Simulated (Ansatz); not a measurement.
# CdS: band gap under strain

How does strain move the band edges of CdS (wurtzite), and do the functionals agree on it? States: -2.0 % strain along z alone; -1.0 % strain along z alone; +1.0 % strain along z alone.

The runs shown are made with Ansatz 0.2.0. PAW datasets, plane waves. The values are computed, spin-unpolarised, and not measurements.

## Step 1: Starting point

The unstrained cell was relaxed with r2SCAN; in each strained cell the atoms were relaxed again with r2SCAN. Names of k-points are those of the unstrained zone, where strain can split equivalent points. First state: -2.0 % strain along z alone.

It is hexagonal, P6_3mc (No. 186); conventional cell a = 4.165 Å, c = 6.631 Å, 24.90 Å³ an atom. Cd has 4 S at 2.53 Å; S has 4 Cd at 2.53 Å.

Coordinates:

```
CELL_PARAMETERS angstrom
4.16460 0.00000 0.00000
-2.08230 3.60665 0.00000
0.00000 0.00000 6.63069
ATOMIC_POSITIONS crystal
Cd 0.33333 0.66667 0.99656
Cd 0.66667 0.33333 0.49656
S 0.33333 0.66667 0.37844
S 0.66667 0.33333 0.87844
```

From earlier runs on the unstrained cell: PBE 1.17 eV, r2SCAN 1.63 eV, HSE06 2.19 eV, r2SCAN+SOC 1.62 eV, G0W0 1.94 eV (on its mesh); a = 4.165 Å, c = 6.766 Å.

## Step 2: -2.0 % strain along z alone: PBE

Input file input.yaml:

```yaml
crystal:
  lattice:
    - [4.1646012827, 0.0, 0.0]
    - [-2.0823006414, 3.6066505075, 0.0]
    - [0.0, 0.0, 6.6306902802]
  atoms:
    - { symbol: Cd, position: [0.3333333333, 0.6666666667, -0.0034438646] }
    - { symbol: Cd, position: [0.6666666667, 0.3333333333, 0.4965561354] }
    - { symbol: S, position: [0.3333333333, 0.6666666667, 0.3784438646] }
    - { symbol: S, position: [0.6666666667, 0.3333333333, 0.8784438646] }
kpoints:
  mp_grid: { grid: [12, 12, 4] }
  band_path:
    path:
      - [0.0, 0.0, 0.0]
      - [0.5, 0.0, 0.0]
      - [0.3333333333, 0.3333333333, 0.0]
      - [0.0, 0.0, 0.5]
      - [0.5, 0.0, 0.5]
      - [0.3333333333, 0.3333333333, 0.5]
    npoints: 1
hamiltonian:
  xc: pbe
scf:
  occupations: { method: fermi_dirac, width: 0.02 }
  n_extra_bands: 5
output:
  forces: true
  stress: true
  eigenvalues: true
```

Run with:

```sh
ansatz run input.yaml --threads 2 --pin off --max-ram 29491MiB --backend cpu --events-out ev --progress --plain --runs-dir out
```

The runs that follow: -2.0 % strain along z alone: r2SCAN; -2.0 % strain along z alone: HSE06; -2.0 % strain along z alone: r2SCAN+SOC; -2.0 % strain along z alone: r2SCAN; -2.0 % strain along z alone: G0W0@PBE; -1.0 % strain along z alone: PBE; -1.0 % strain along z alone: r2SCAN; -1.0 % strain along z alone: HSE06; -1.0 % strain along z alone: r2SCAN+SOC; -1.0 % strain along z alone: r2SCAN; -1.0 % strain along z alone: G0W0@PBE; +1.0 % strain along z alone: PBE; +1.0 % strain along z alone: r2SCAN; +1.0 % strain along z alone: HSE06; +1.0 % strain along z alone: r2SCAN+SOC; +1.0 % strain along z alone: r2SCAN; +1.0 % strain along z alone: G0W0@PBE.

Q: Predict the outcome of this session.

As calculated:

Least gap in eV (negative: overlap), with the change from the unstrained cell in brackets. G0W0 is on its own coarse mesh.

| state | volume change (%) | PBE | r2SCAN | HSE06 | G0W0 |
| --- | --- | --- | --- | --- | --- |
| -2.0 % strain along z alone | -2.0 | 1.23 (+0.06) | 1.70 (+0.07) | 2.26 (+0.07) | 2.03 (+0.09) |
| -1.0 % strain along z alone | -1.0 | 1.21 (+0.04) | 1.67 (+0.04) | 2.23 (+0.04) | 1.99 (+0.05) |
| +1.0 % strain along z alone | +1.0 | 1.13 (-0.04) | 1.59 (-0.04) | 2.14 (-0.05) | 1.89 (-0.05) |

What this shows: The largest move of the HSE06 gap in the table is +0.067 eV, under -2.0 % strain along z alone. PBE and HSE06 differ by 1.02 eV on the unstrained gap, and by at most 0.01 eV on its change: PBE follows the response to strain far better than the gap itself. G0W0 values are finite-basis, finite-mesh values.
